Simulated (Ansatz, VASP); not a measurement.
# SnSe: VASP beside Ansatz

```
Sn Se
1.0
     3.67963    0.00000    0.00000
     0.00000    3.67963    0.00000
     0.00000    0.00000    3.67963
Sn Se
1 1
Direct
  0.50000 0.50000 0.50000
  0.00000 0.00000 0.00000
```

Alike in both runs: functional PBE; k mesh 6 × 6 × 6; occupations gaussian, width 0.1 eV; no spin polarisation.

Ansatz relaxed the structure, and its values are those at the end. VASP's run is a single point on that final structure, the one shown.

```csv
,VASP,Ansatz
version,VASP 6.6.1,Ansatz 0.2.0
potentials or method,"VASP PAW PBE potentials, release 64 (Sn_d, Se)","scalar-relativistic, plane waves, PAW"
plane-wave cutoff (eV),520,420
valence electrons in the cell,20,30
```

```csv
,VASP,Ansatz,Ansatz less VASP
gap on the k mesh at the Fermi level (eV),none,none,-
pressure (GPa),0.1,0.1,+0.01
```

A gap of «none» marks a metal or a gap that the smearing closes. The two sets of potentials don't hold the same shells in valence.
